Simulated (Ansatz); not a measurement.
Input for Ansatz (plane-wave DFT, PAW):

```yaml
crystal:
  lattice:
    - [-2.9745883176, 3.0968532938, 1.7537787675]
    - [2.871208713, -3.095123486, 1.5579540007]
    - [2.9418336663, 3.0623688347, -1.7505560379]
  atoms:
    - { symbol: Hg, position: [0.7378982975, 0.2294163571, 0.4942008786] }
    - { symbol: Hg, position: [0.0121017025, 0.0205836429, 0.0057991214] }
basis:
  ecutwfc: 420
kpoints:
  mp_grid: { grid: [12, 14, 10] }
hamiltonian:
  xc: pbe
scf:
  occupations: { method: gaussian, width: 0.1 }
output:
  forces: true
  stress: true
  eigenvalues: true
```

Run as
```bash
ansatz run input.yaml --threads 1 --pin off --max-ram 1331MiB --backend cpu --events-out ev --progress --plain --runs-dir out
```

Computed with Ansatz 0.2.0, DFT PBE, scalar-relativistic, plane waves, PAW.

Part of what the program printed, abridged (iterations and final results):

```
SCF iter   1: F=—  HF=-27626.882674 eV  |F-HF|=—  |Δ(HF+E_count)|=         —  Δρ=8.64e-4  dr2=4.71e-4  ethr=1.77e-3  ⟨swp⟩=5.8  Hψ=78443  notcnv=0
SCF iter   2: F=—  HF=-27626.883964 eV  |F-HF|=—  |Δ(HF+E_count)|=   1.29e-3  Δρ=5.74e-4  dr2=2.43e-4  ethr=1.18e-6  ⟨swp⟩=2.6  Hψ=43941  notcnv=0
SCF iter   3: F=—  HF=-27626.884078 eV  |F-HF|=—  |Δ(HF+E_count)|=   1.14e-4  Δρ=1.46e-4  dr2=1.23e-5  ethr=6.08e-7  ⟨swp⟩=2.0  Hψ=30306  notcnv=0
SCF iter   4: F=—  HF=-27626.884085 eV  |F-HF|=—  |Δ(HF+E_count)|=   6.91e-6  Δρ=5.61e-5  dr2=1.76e-6  ethr=3.07e-8  ⟨swp⟩=2.2  Hψ=30112  notcnv=0
SCF iter   5: F=—  HF=-27626.884087 eV  |F-HF|=—  |Δ(HF+E_count)|=   1.88e-6  Δρ=1.38e-5  dr2=1.61e-7  ethr=4.39e-9  ⟨swp⟩=2.0  Hψ=30205  notcnv=0
SCF iter   6: F=-27626.884087 eV  HF=-27626.884087 eV  |F-HF|=4.14e-9  |Δ(HF+E_count)|=   1.17e-7  Δρ=4.26e-6  dr2=1.67e-8  ethr=2.50e-10  ⟨swp⟩=4.8  Hψ=74487  notcnv=0
SCF 1 converged in 6 iterations: F = -27626.884087 eV  dr2 = 1.67e-8
SCF converged after 6 iterations
Free energy (F): -27626.884087 eV
Harris-Foulkes:  -27626.884087 eV  (|F-HF|=4.14e-9)
Internal energy: -27626.881106 eV  (E = F + TS)
E sigma→0 (E₀):  -27626.882597 eV
Entropy (-TS):   -0.002981 eV (-1.490 meV/atom)
Fermi energy:    11.009841 eV
--- Per-component energies (eV) ---
  E_band       = -919.114297
  E_kinetic    = 1208.668591
  E_local      = -5802.716596  (includes V_loc(G=0)·N_el)
  E_nonlocal   = 144.995324
  E_hartree    = 2470.602868
  E_xc         = -440.641771
  E_vxc        = -524.089518  (∫ρ·V_xc dr)
  E_paw        = -19890.550193  (= ΣΔE_a)
  E_vpaw       = -887.178639  (= ΣTr[D̂ρ^β])
  E_aug_tail   = 0.001846  (compensation charges beyond the density's cutoff)
  E_ewald      = -5317.241175
  E_smearing   = -0.002981  (= −TS)
--- Forces (eV/Å), atoms counted from 1 ---
  atom   1  Hg     0.08195311    -0.01873414    -0.02982666
  atom   2  Hg    -0.08195311     0.01873414     0.02982666
--- Stress (GPa, compression-positive) ---
        0.739613      -0.009962      -0.185443
       -0.009962      -0.597606      -0.035135
       -0.185443      -0.035135      -0.409738
  P = ⅓ Tr σ = -0.0892 GPa (-0.892 kbar)
--- Band table (eV; the first three rows and the last of 844) ---
  k-point 0: bands = ["-103.6141", "-103.6126", "-52.0815", "-52.0649", "-52.0510", "-52.0494", "-52.0466", "-52.0460", "3.2692", "3.6301", "3.7094", "3.9156", "4.0201", "4.6088", "4.7029", "4.8004", "4.8442", "5.1354", "5.4833", "11.9180", "12.8553", "13.3063", "18.4889", "20.5205"]
  k-point 1: bands = ["-103.6141", "-103.6127", "-52.0807", "-52.0644", "-52.0517", "-52.0493", "-52.0470", "-52.0462", "3.3559", "3.6614", "3.7466", "3.8994", "4.0104", "4.6066", "4.7146", "4.7955", "4.8649", "5.1112", "5.4354", "10.9604", "13.1711", "13.9302", "18.8619", "20.0409"]
  k-point 2: bands = ["-103.6140", "-103.6128", "-52.0786", "-52.0633", "-52.0538", "-52.0490", "-52.0483", "-52.0464", "3.5741", "3.7837", "3.8422", "3.8768", "3.9875", "4.5902", "4.7412", "4.7863", "4.9089", "5.0516", "5.3166", "9.5845", "13.6417", "14.7953", "19.0050", "20.0020"]
  k-point 843: bands = ["-103.6136", "-103.6131", "-52.0832", "-52.0680", "-52.0511", "-52.0494", "-52.0450", "-52.0430", "3.6663", "3.8427", "3.9557", "4.0035", "4.5260", "4.6529", "4.7140", "4.7767", "4.8124", "4.8678", "7.9261", "8.7130", "9.7083", "9.9651", "19.8152", "20.4965"]
```

The calculation finished and met its thresholds.

Spin–orbit coupling is left out, which can shift energies with elements as heavy as these.